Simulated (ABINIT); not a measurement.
# Pb (Fm-3m) in ABINIT: a series of runs

One crystal, Pb, is run at these levels: SOGGA, BLYP+D3, revPBE, PBE, LDA; tasks: band structure, equation of state.

Everything below comes from runs of ABINIT 10.8.3 (patched build). Logs are shortened: lines on timing, memory, paths and dates and some standing lists are left out, and cuts for length are marked. The log counts tension as positive stress, the text compression.

**1. The structure**

It takes space group Fm-3m (No. 225, cubic). Conventional cell: a = 4.950 Å, b = 4.950 Å, c = 4.950 Å, α = 90.00°, β = 90.00°, γ = 90.00°. Pb (site symmetry m-3m) is surrounded by 12 Pb at 3.50 Å.

**2. Band structure, SOGGA, spin-orbit coupling, no magnetisation**

File run.abi:

```
ndtset 2

pp_dirpath "./"
pseudos "Pb.GGA_PBE-JTH.xml"

acell 3.5002068511 3.5002068511 3.5002068511 Angstrom
rprim
     0.0000000000     0.7071067812     0.7071067812
     0.7071067812     0.0000000000     0.7071067812
     0.7071067812     0.7071067812     0.0000000000
ntypat 1
znucl 82
natom 1
typat 1
xred
     0.0000000000     0.0000000000     0.0000000000

ecut 462.593566 eV
pawecutdg 34.0

ixc -150130

occopt 3
tsmear 0.05 eV

nspinor 2
nspden 1
pawspnorb 1

nstep 100

iomode 3
prtwf 0
prteig 0
prtebands 0
enunit 2
prtden1 1

kptopt1 4
ngkpt1 9 9 9
nshiftk1 1
shiftk1 0.0 0.0 0.0
nband1 22
tolvrs1 1.0e-9

iscf2 -2
getden2 1
nband2 30
nbdbuf2 2
tolwfr2 1.0e-12
kptopt2 -9
ndivsm2 5
prteig2 1
kptbounds2
     0.0000000000     0.0000000000     0.0000000000
     0.5000000000     0.0000000000     0.5000000000
     0.5000000000     0.2500000000     0.7500000000
     0.3750000000     0.3750000000     0.7500000000
     0.0000000000     0.0000000000     0.0000000000
     0.5000000000     0.5000000000     0.5000000000
     0.6250000000     0.2500000000     0.6250000000
     0.5000000000     0.2500000000     0.7500000000
     0.5000000000     0.5000000000     0.5000000000
     0.3750000000     0.3750000000     0.7500000000
```

Potentials or basis: JTH PAW PBE v2.0.

On the command line:

```
$ abinit run.abi > log 2>&1
```

run.abo:

```text
.Version 10.8.3 of ABINIT
 DATASET    1 : space group F4 3 2 (#209); Bravais cF (face-center cubic)
================================================================================
 Values of the parameters that define the memory need for DATASET  1.
     intxc =       0    ionmov =       0      iscf =      17    lmnmax =      18
     lnmax =       6     mgfft =      27  mpssoang =       3    mqgrid =    3001
     natom =       1  nloc_mem =       2    nspden =       1   nspinor =       2
    nsppol =       1      nsym =      24    n1xccc =       1    ntypat =       1
    occopt =       3   xclevel =       2
       mpw =         701          nfft =       19683          nkpt =          39
 PAW method is used; the additional fine FFT grid is defined by:
   mgfftf=        36    nfftf =     46656
================================================================================
================================================================================

 DATASET    2 : space group F4 3 2 (#209); Bravais cF (face-center cubic)
================================================================================
 Values of the parameters that define the memory need for DATASET  2.
     intxc =       0    ionmov =       0      iscf =      -2    lmnmax =      18
     lnmax =       6     mgfft =      27  mpssoang =       3    mqgrid =    3001
     natom =       1  nloc_mem =       2    nspden =       1   nspinor =       2
    nsppol =       1      nsym =      24    n1xccc =       1    ntypat =       1
    occopt =       3   xclevel =       2
       mpw =         701          nfft =       19683          nkpt =          87
 PAW method is used; the additional fine FFT grid is defined by:
   mgfftf=        36    nfftf =     46656
================================================================================
================================================================================

--------------------------------------------------------------------------------
------------- Echo of variables that govern the present computation ------------
--------------------------------------------------------------------------------
 -outvars: echo values of preprocessed input variables --------
            acell      6.6144323326E+00  6.6144323326E+00  6.6144323326E+00 Bohr
              amu      2.07200000E+02
             ecut      1.70000000E+01 Hartree
           enunit           2
           getden1          0
           getden2          1
             iscf1         17
             iscf2         -2
                       outvar_i_n : Printing only first  50 k-points.
              ixc     -150130
           jdtset        1    2
                       outvar_i_n : Printing only first  50 k-points.
           kptopt1          4
           kptopt2         -9
         kptrlatt        9    0    0      0    9    0      0    0    9
          kptrlen1     5.95298910E+01
          kptrlen2     3.00000000E+01
            natom           1
            nband1         22
            nband2         30
           nbdbuf1          0
           nbdbuf2          2
           ndtset           2
           ndivsm1          0
           ndivsm2          5
            ngfft          27      27      27
          ngfftdg          36      36      36
             nkpt1         39
             nkpt2         87
          nspinor           2
            nstep         100
             nsym          24
           ntypat           1
           occopt           3
        pawcpxocc           2
        pawecutdg      3.40000000E+01 Hartree
        pawspnorb           1
         pawxcdev           0
        prtebands           0
           prteig1          0
           prteig2          1
            prtwf           0
            rprim      0.0000000000E+00  7.0710678120E-01  7.0710678120E-01
                       7.0710678120E-01  0.0000000000E+00  7.0710678120E-01
                       7.0710678120E-01  7.0710678120E-01  0.0000000000E+00
[... 244 lines left out ...]
  2.60E-13  3.86E-13  4.89E-13  7.28E-13  5.97E-13  6.03E-13  3.91E-13  2.66E-13
  5.47E-13  8.86E-13  3.89E-13  6.74E-13  5.81E-06  4.67E-04
 -4.1005E-01 -4.1005E-01 -4.1005E-01 -4.1005E-01 -3.1895E-01 -3.1895E-01
 -3.1530E-01 -3.1530E-01 -3.1530E-01 -3.1530E-01 -1.6653E-01 -1.6653E-01
  4.5539E-01  4.5539E-01  5.7225E-01  5.7225E-01  5.7225E-01  5.7225E-01
  6.2237E-01  6.2237E-01  6.7591E-01  6.7591E-01  7.1908E-01  7.1908E-01
  7.1908E-01  7.1908E-01  7.3342E-01  7.3342E-01  7.9361E-01  7.9403E-01
 Non-SCF case, kpt    2 (  0.03571  0.00000  0.03571), residuals and eigenvalues=
[... 845 lines left out ...]
 -3.1448E-01 -3.1448E-01 -3.0982E-01 -3.0982E-01  1.2961E-02  1.2961E-02
  1.6973E-01  1.6973E-01  2.2198E-01  2.2198E-01  3.8227E-01  3.8227E-01
  5.0580E-01  5.0580E-01  7.1056E-01  7.1056E-01  8.3871E-01  8.3871E-01
  8.5170E-01  8.5170E-01  8.8835E-01  8.8835E-01  9.0814E-01  9.0814E-01
 Non-SCF case, kpt   87 (  0.37500  0.37500  0.75000), residuals and eigenvalues=
  3.22E-13  6.49E-13  2.75E-13  7.86E-13  4.32E-13  8.62E-13  4.04E-13  5.13E-13
  3.79E-13  4.04E-13  2.97E-13  5.33E-13  4.31E-13  8.52E-13  2.31E-13  3.92E-13
  2.90E-13  3.29E-13  7.24E-13  7.84E-13  5.59E-13  8.48E-13  3.28E-13  3.90E-13
  2.47E-13  5.26E-13  2.35E-13  7.79E-13  3.46E-13  5.18E-13
 -4.0869E-01 -4.0869E-01 -4.0730E-01 -4.0730E-01 -3.1704E-01 -3.1704E-01
 -3.1475E-01 -3.1475E-01 -3.0927E-01 -3.0927E-01  1.7927E-02  1.7927E-02
  1.6887E-01  1.6887E-01  2.2052E-01  2.2052E-01  3.7390E-01  3.7390E-01
  5.0025E-01  5.0025E-01  6.8091E-01  6.8091E-01  8.6680E-01  8.6680E-01
  8.6833E-01  8.6833E-01  8.9759E-01  8.9759E-01  9.1540E-01  9.1540E-01

--- !ResultsGS
iteration_state: {dtset: 2, }
comment   : Summary of ground state results
lattice_vectors:
- [  0.0000000,   4.6771100,   4.6771100, ]
- [  4.6771100,   0.0000000,   4.6771100, ]
- [  4.6771100,   4.6771100,   0.0000000, ]
lattice_lengths: [   6.61443,    6.61443,    6.61443, ]
lattice_angles: [ 60.000,  60.000,  60.000, ] # degrees, (23, 13, 12)
lattice_volume:   2.0462691E+02
convergence: {deltae:  0.000E+00, res2:  0.000E+00, residm:  9.991E-13, diffor:  0.000E+00, }
etotal    :  -6.12012811E+01
entropy   :   0.00000000E+00
fermie    :   2.57025768E-01
cartesian_stress_tensor: null
pressure_GPa: null
xred      :
- [  0.0000E+00,   0.0000E+00,   0.0000E+00, Pb]
cartesian_forces: null
force_length_stats: {min: null, max: null, mean: null, }
...

 Integrated electronic density in atomic spheres:
 ------------------------------------------------
 Atom  Sphere_radius  Integrated_density
    1        2.40264         11.40989520

================================================================================

 ----iterations are completed or convergence reached----

 Mean square residual over all n,k,spin=   53.135E-14; max=  99.907E-14
 reduced coordinates (array xred) for    1 atoms
       0.000000000000      0.000000000000      0.000000000000

 cartesian coordinates (angstrom) at end:
    1      0.00000000000000     0.00000000000000     0.00000000000000
 length scales=  6.614432332605  6.614432332605  6.614432332605 bohr
              =  3.500206851100  3.500206851100  3.500206851100 angstroms
 Eigenvalues (hartree) for nkpt=  87  k points:
 kpt#   1, nband= 30, wtk=  1.00000, kpt=  0.0000  0.0000  0.0000 (reduced coord)
  -0.41005   -0.41005   -0.41005   -0.41005   -0.31895   -0.31895   -0.31530   -0.31530
  -0.31530   -0.31530   -0.16653   -0.16653    0.45539    0.45539    0.57225    0.57225
   0.57225    0.57225    0.62237    0.62237    0.67591    0.67591    0.71908    0.71908
   0.71908    0.71908    0.73342    0.73342    0.79361    0.79403
 kpt#   2, nband= 30, wtk=  1.00000, kpt=  0.0357  0.0000  0.0357 (reduced coord)
  -0.41002   -0.41002   -0.40998   -0.40998   -0.31885   -0.31885   -0.31527   -0.31527
  -0.31524   -0.31524   -0.16533   -0.16533    0.45109    0.45109    0.56148    0.56148
   0.56535    0.56535    0.61774    0.61774    0.68706    0.68706    0.72571    0.72571
   0.72664    0.72664    0.74077    0.74077    0.78434    0.78438
 kpt#   3, nband= 30, wtk=  1.00000, kpt=  0.0714  0.0000  0.0714 (reduced coord)
  -0.40997   -0.40997   -0.40984   -0.40984   -0.31866   -0.31866   -0.31527   -0.31527
  -0.31511   -0.31511   -0.16172   -0.16172    0.43921    0.43921    0.53758    0.53758
   0.54799    0.54799    0.60657    0.60657    0.70798    0.70798    0.74387    0.74387
   0.74569    0.74569    0.75275    0.75275    0.76030    0.76030
 kpt#   4, nband= 30, wtk=  1.00000, kpt=  0.1071  0.0000  0.1071 (reduced coord)
  -0.40989   -0.40989   -0.40961   -0.40961   -0.31839   -0.31839   -0.31525   -0.31525
[... 403 lines left out ...]
 kpt#  85, nband= 30, wtk=  1.00000, kpt=  0.4028  0.4028  0.6944 (reduced coord)
  -0.40873   -0.40873   -0.40730   -0.40730   -0.31708   -0.31708   -0.31418   -0.31418
  -0.31036   -0.31036    0.00518    0.00518    0.15989    0.15989    0.24269    0.24269
   0.39296    0.39296    0.51309    0.51309    0.74140    0.74140    0.80504    0.80504
   0.82283    0.82283    0.89026    0.89026    0.91102    0.91102
 kpt#  86, nband= 30, wtk=  1.00000, kpt=  0.3889  0.3889  0.7222 (reduced coord)
  -0.40869   -0.40869   -0.40729   -0.40729   -0.31701   -0.31701   -0.31448   -0.31448
  -0.30982   -0.30982    0.01296    0.01296    0.16973    0.16973    0.22198    0.22198
   0.38227    0.38227    0.50580    0.50580    0.71056    0.71056    0.83871    0.83871
   0.85170    0.85170    0.88835    0.88835    0.90814    0.90814
 kpt#  87, nband= 30, wtk=  1.00000, kpt=  0.3750  0.3750  0.7500 (reduced coord)
  -0.40869   -0.40869   -0.40730   -0.40730   -0.31704   -0.31704   -0.31475   -0.31475
  -0.30927   -0.30927    0.01793    0.01793    0.16887    0.16887    0.22052    0.22052
   0.37390    0.37390    0.50025    0.50025    0.68091    0.68091    0.86680    0.86680
   0.86833    0.86833    0.89759    0.89759    0.91540    0.91540
 Eigenvalues (   eV  ) for nkpt=  87  k points:
 kpt#   1, nband= 30, wtk=  1.00000, kpt=  0.0000  0.0000  0.0000 (reduced coord)
 -11.15802  -11.15802  -11.15802  -11.15802   -8.67897   -8.67897   -8.57964   -8.57964
  -8.57964   -8.57964   -4.53154   -4.53154   12.39170   12.39170   15.57181   15.57181
  15.57181   15.57181   16.93561   16.93561   18.39253   18.39253   19.56723   19.56723
  19.56723   19.56723   19.95730   19.95730   21.59535   21.60655
 kpt#   2, nband= 30, wtk=  1.00000, kpt=  0.0357  0.0000  0.0357 (reduced coord)
 -11.15712  -11.15712  -11.15601  -11.15601   -8.67630   -8.67630   -8.57897   -8.57897
  -8.57807   -8.57807   -4.49883   -4.49883   12.27479   12.27479   15.27857   15.27857
  15.38406   15.38406   16.80966   16.80966   18.69589   18.69589   19.74745   19.74745
  19.77299   19.77299   20.15750   20.15750   21.34291   21.34415
 kpt#   3, nband= 30, wtk=  1.00000, kpt=  0.0714  0.0000  0.0714 (reduced coord)
 -11.15595  -11.15595  -11.15230  -11.15230   -8.67113   -8.67113   -8.57899   -8.57899
  -8.57459   -8.57459   -4.40062   -4.40062   11.95148   11.95148   14.62841   14.62841
  14.91164   14.91164   16.50557   16.50557   19.26499   19.26499   20.24184   20.24184
  20.29127   20.29127   20.48334   20.48334   20.68876   20.68876
 kpt#   4, nband= 30, wtk=  1.00000, kpt=  0.1071  0.0000  0.1071 (reduced coord)
 -11.15374  -11.15374  -11.14595  -11.14595   -8.66373   -8.66373   -8.57838   -8.57838
[... 404 lines left out ...]
 -11.12209  -11.12209  -11.08323  -11.08323   -8.62832   -8.62832   -8.54916   -8.54916
  -8.44546   -8.44546    0.14108    0.14108    4.35086    4.35086    6.60402    6.60402
  10.69294   10.69294   13.96196   13.96196   20.17440   20.17440   21.90628   21.90628
  22.39046   22.39046   24.22521   24.22521   24.79020   24.79020
 kpt#  86, nband= 30, wtk=  1.00000, kpt=  0.3889  0.3889  0.7222 (reduced coord)
 -11.12090  -11.12090  -11.08294  -11.08294   -8.62627   -8.62627   -8.55739   -8.55739
  -8.43059   -8.43059    0.35270    0.35270    4.61864    4.61864    6.04045    6.04045
  10.40219   10.40219   13.76361   13.76361   19.33539   19.33539   22.82258   22.82258
  23.17582   23.17582   24.17310   24.17310   24.71165   24.71165
 kpt#  87, nband= 30, wtk=  1.00000, kpt=  0.3750  0.3750  0.7500 (reduced coord)
 -11.12107  -11.12107  -11.08307  -11.08307   -8.62720   -8.62720   -8.56472   -8.56472
  -8.41553   -8.41553    0.48782    0.48782    4.59514    4.59514    6.00078    6.00078
  10.17445   10.17445   13.61248   13.61248   18.52860   18.52860   23.58674   23.58674
  23.62837   23.62837   24.42456   24.42456   24.90929   24.90929

== END DATASET(S) ==============================================================
================================================================================

 -outvars: echo values of variables after computation  --------
            acell      6.6144323326E+00  6.6144323326E+00  6.6144323326E+00 Bohr
           etotal1    -6.1201281069E+01
            fcart1    -0.0000000000E+00 -0.0000000000E+00 -0.0000000000E+00
            rprim      0.0000000000E+00  7.0710678120E-01  7.0710678120E-01
                       7.0710678120E-01  0.0000000000E+00  7.0710678120E-01
                       7.0710678120E-01  7.0710678120E-01  0.0000000000E+00
           strten1     1.1627089591E-04  1.1627089591E-04  1.1627089591E-04
                       0.0000000000E+00  0.0000000000E+00  0.0000000000E+00
 Calculation completed.
```

Run time: 1.8 min. Hardware: 1 thread of Intel Xeon 6975P-C (Granite Rapids), shared host; peak memory 0.15 GiB.

Results:

| Quantity | Value |
| --- | --- |
| Free energy | -1665.3717 eV |
| Band gap on the k mesh | none (metal or under the smearing width) |
| Valence electrons inside the program's atomic spheres | Pb 11.41 (radii [1.2714] Å) |

Levels at the corners of the path, in eV from the Fermi level:
| point | band 12 | band 13 | band 14 | band 15 | band 16 | band 17 |
| --- | --- | --- | --- | --- | --- | --- |
| Γ | -11.53 | 5.40 | 5.40 | 8.58 | 8.58 | 8.58 |
| X | -6.42 | -3.27 | -3.27 | 1.62 | 1.62 | 2.82 |
| W | -6.31 | -1.89 | -1.89 | -0.79 | -0.79 | 0.52 |
| K | -6.51 | -2.40 | -2.40 | -0.99 | -0.99 | 3.18 |
| Γ | -11.53 | 5.40 | 5.40 | 8.58 | 8.58 | 8.58 |
| L | -7.84 | -4.17 | -4.17 | 4.79 | 4.79 | 6.63 |
| U | -6.51 | -2.40 | -2.40 | -0.99 | -0.99 | 3.18 |
| W | -6.31 | -1.89 | -1.89 | -0.79 | -0.79 | 0.52 |
| L | -7.84 | -4.17 | -4.17 | 4.79 | 4.79 | 6.63 |
| K | -6.51 | -2.40 | -2.40 | -0.99 | -0.99 | 3.18 |

Caveat: the cutoff is too short for stress, so the log's stress isn't used; the PAW data sets were made with another functional, which shifts forces and pressure a little.

[end of part 1 of 2]
